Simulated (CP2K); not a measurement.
InP:

```
In P
1.0
     4.14435    0.00000    0.00000
     2.07218    3.58911    0.00000
     2.07218    1.19637    3.38385
In P
1 1
Cartesian
  0.0000 0.0000 0.0000
  6.2165 3.5891 2.5379
```

Base run:

* Program: CP2K 2026.2
* Functional: LDA
* Potentials or basis: POTENTIAL_UZH In GTH-PBE-q13, P GTH-PBE-q5; TZVP-MOLOPT-PBE-GTH basis
* Density cutoff: 9184 eV
* k mesh: 8 × 8 × 8
* Occupations: fermi-dirac, width 0.05 eV
* Spin: no spin polarisation

Its results: band gap on the k mesh 0.51 eV, direct; pressure 0.5 GPa.

Task: After a change of settings the same cell gave: band gap on the k mesh 0.59 eV, direct; pressure 1.6 GPa. Which change was it?
A. functional from LDA to PW91
B. functional from LDA to PBEsol
C. functional from LDA to TPSS
D. functional from LDA to revPBE

Result: B.

PBEsol binds less tightly than LDA, so the same cell stands under more pressure.

Caveats: the potentials were made for another functional, which shifts forces and pressure; spin-orbit coupling is left out, which moves the levels of the heavy elements; the basis of atomic orbitals isn't converged, which shifts pressures, moduli and gaps.

Runs at the PBE level aren't shown here.
